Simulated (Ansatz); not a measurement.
GaAs in the zincblende structure, relaxed with r2SCAN in the plane-wave code Ansatz: space group F-43m (No. 216), cubic; conventional cell a = 5.666 Å, 22.74 Å³ an atom. Ga is surrounded by 4 As at 2.45 Å; As is surrounded by 4 Ga at 2.45 Å. It was then strained (epitaxial in the xy plane), atoms relaxed again within the symmetry left. Unstrained, HSE06 gives 1.364 eV (Γ, 6×6×6 mesh), and the band edges keep their places in every row. The normal direction was relaxed to zero stress. Only one sign of strain is shown, since it lowers the symmetry, and equivalent edge states can then move with another slope on the other side. Stress is positive in compression. Spin-unpolarised throughout; all numbers are computed.

Axes as in this cell:
```
CELL_PARAMETERS angstrom
0.00000 2.83309 2.83309
2.83309 0.00000 2.83309
2.83309 2.83309 0.00000
ATOMIC_POSITIONS crystal
Ga 0.00000 0.00000 0.00000
As 0.25000 0.25000 0.25000
```

```tsv
strain (%)	ε	ΔE_g, HSE06 (eV)	Δσ_xx, r2SCAN (GPa)
-4.07	-0.0407	+0.195	+5.90
-3.46	-0.0346	+0.173	+4.91
-3.0	-0.0300	+0.154	+4.18
-2.0	-0.0200	+0.109	+2.68
-1.5	-0.0150	+0.083	+1.98
-1.23	-0.0123	+0.070	+1.61
-0.77	-0.0077	+0.045	+0.99
```

Fit ΔE_g = a x + b x² to these rows by least squares, with x = ε.
The normal equations take Σx² = 4.589e-03, Σx³ = -1.495e-04, Σx⁴ = 5.224e-06, ΣxΔE = -2.317e-02 and Σx²ΔE = 7.443e-04, and give a = -6.06 eV, b = -30.9 eV; the largest residual is 0.001 eV.

Fit the change of σ_xx in the same way.
Δσ_xx = -124.2 x + (510) x² GPa. The slope, 124 GPa, is the biaxial modulus of the film.

Predict the withheld row at -1.0 % (x = -0.0100).
ΔE_g ≈ -6.06 × (-0.0100) + (-30.9) × (-0.0100)² = +0.058 eV, and Δσ_xx ≈ +1.29 GPa. The runs give +0.057 eV and +1.29 GPa, off by -0.001 eV and 0.00 GPa.

Spin-orbit coupling is left out.
